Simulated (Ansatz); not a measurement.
# Mn2As: the cost of one run

Method: DFT r²SCAN, scalar-relativistic, plane waves, PAW, in Ansatz 0.2.0.

4 further runs of the same task are left out: 1 that didn't finish, 3 set aside as unsound or not needed.

### 1 Starting point

It takes space group P4/nmm (No. 129, tetragonal). Conventional cell: a = 3.871 Å, b = 3.871 Å, c = 6.283 Å, α = 90.00°, β = 90.00°, γ = 90.00°. Mn (site symmetry -4m2) is surrounded by 4 As at 2.56 Å and 8 Mn at 2.74 to 2.83 Å. Around Mn (site symmetry 4mm) lie 5 As at 2.54 to 2.76 Å and 4 Mn at 2.83 Å. Around As (site symmetry 4mm) lie 9 Mn at 2.54 to 2.76 Å.

Coordinates:

```
Mn As
1.0
     3.87067    0.00000    0.00000
     0.00000    3.87067    0.00000
     0.00000    0.00000   12.56559
Mn As
8 4
Cartesian
  0.0000 0.0000 0.0000
  1.9353 1.9353 0.0000
  1.9353 0.0000 4.2215
  0.0000 1.9353 2.0613
  0.0000 0.0000 6.2828
  1.9353 1.9353 6.2828
  1.9353 0.0000 10.5043
  0.0000 1.9353 8.3441
  1.9353 0.0000 1.6776
  0.0000 1.9353 4.6052
  1.9353 0.0000 7.9604
  0.0000 1.9353 10.8880
```

Starting moments: Mn 3.69, 4.39, -4.39, -3.69 μB.

### 2 The electronic structure

input.yaml reads:

```yaml
crystal:
  lattice:
    - [3.8706725921, 0.0, 0.0]
    - [0.0, 3.8706725921, 0.0]
    - [0.0, 0.0, 12.5655881245]
  atoms:
    - { symbol: Mn, position: [0.0, 0.0, 0.0], spin: 3.69 }
    - { symbol: Mn, position: [0.5, 0.5, 0.0], spin: 3.69 }
    - { symbol: Mn, position: [0.5, 0.0, 0.3359553209], spin: 4.39 }
    - { symbol: Mn, position: [0.0, 0.5, 0.1640446635], spin: -4.39 }
    - { symbol: As, position: [0.5, 0.0, 0.133505184] }
    - { symbol: As, position: [0.0, 0.5, 0.3664948081] }
    - { symbol: Mn, position: [0.0, 0.0, 0.5], spin: -3.69 }
    - { symbol: Mn, position: [0.5, 0.5, 0.5], spin: -3.69 }
    - { symbol: Mn, position: [0.5, 0.0, 0.8359553365], spin: -4.39 }
    - { symbol: Mn, position: [0.0, 0.5, 0.6640446791], spin: 4.39 }
    - { symbol: As, position: [0.5, 0.0, 0.6335051919] }
    - { symbol: As, position: [0.0, 0.5, 0.866494816] }
basis:
  ecutwfc: 500
  ecutrho_ratio: 4
kpoints:
  mp_grid: { grid: [10, 10, 4] }
  band_path:
    path:
      - [[0.0, 0.0, 0.0], [0.0, 0.5, 0.0], [0.5, 0.5, 0.0], [0.0, 0.0, 0.0], [0.0, 0.0, 1.0], [0.0, 0.5, 1.0], [0.5, 0.5, 1.0], [0.0, 0.0, 1.0]]
      - [[0.0, 0.5, 0.0], [0.0, 0.5, 1.0]]
      - [[0.5, 0.5, 0.0], [0.5, 0.5, 1.0]]
    npoints: 10
hamiltonian:
  xc: r2scan
scf:
  occupations: { method: gaussian, width: 0.05 }
  n_extra_bands: 69
output:
  forces: true
  stress: true
  eigenvalues: true
  populations: true
  dos: { projected: true, de: 0.02, nscf_kmesh: { grid: [15, 15, 6] } }
  bader: false
magnetization:
  spin_polarized: true
checkpoint:
  read: start.run
  write: ck
  compress: false
  write_wavefunctions: false
  write_every: 100000
```

The run starts from a saved state of the same cell, the folder start.run.

Command:

```bash
> ansatz run input.yaml --threads 4 --pin off --max-ram 10240MiB --backend cpu --events-out ev --progress --plain --runs-dir out
```

What time and memory should one allow on 4 threads of Arm Neoverse N1, shared host?

About 12 min, with a peak of 4.8 GiB.
